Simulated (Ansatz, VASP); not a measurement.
## Two plane-wave programs on Cr

```
Cr
1.0
     2.43885    0.00000    0.00000
    -1.21942    2.11210    0.00000
     0.00000    0.00000    4.34838
Cr
2
Cartesian
  0.0000 1.4081 1.0871
  1.2194 0.7040 3.2613
```

Alike in both runs: functional PBE; k mesh 21 × 21 × 10; occupations gaussian, width 0.1 eV; no spin polarisation.

Ansatz relaxed the structure, and its values are those at the end. VASP's run is a single point on that final structure, the one shown.

|  | VASP | Ansatz |
| --- | --- | --- |
| version | VASP 6.6.1 | Ansatz 0.2.0 |
| potentials or method | VASP PAW PBE potentials, release 64 (Cr_pv) | scalar-relativistic, plane waves, PAW |
| plane-wave cutoff (eV) | 520 | 420 |
| valence electrons in the cell | 24 | 28 |

```tsv
	VASP	Ansatz	Ansatz less VASP
gap on the k mesh at the Fermi level (eV)	none	none	-
pressure (GPa)	16.2	16.6	+0.32
```

A gap of «none» marks a metal or a gap that the smearing closes. The two sets of potentials don't hold the same shells in valence.

Caveats: so large a pressure means that the cell lies far from this level's equilibrium, or that cutoff or potentials fall short (VASP); the run has no spin polarisation, though such a crystal can be magnetic. Spin polarisation is off, so any magnetic state and its effect on volume and gap are missing.
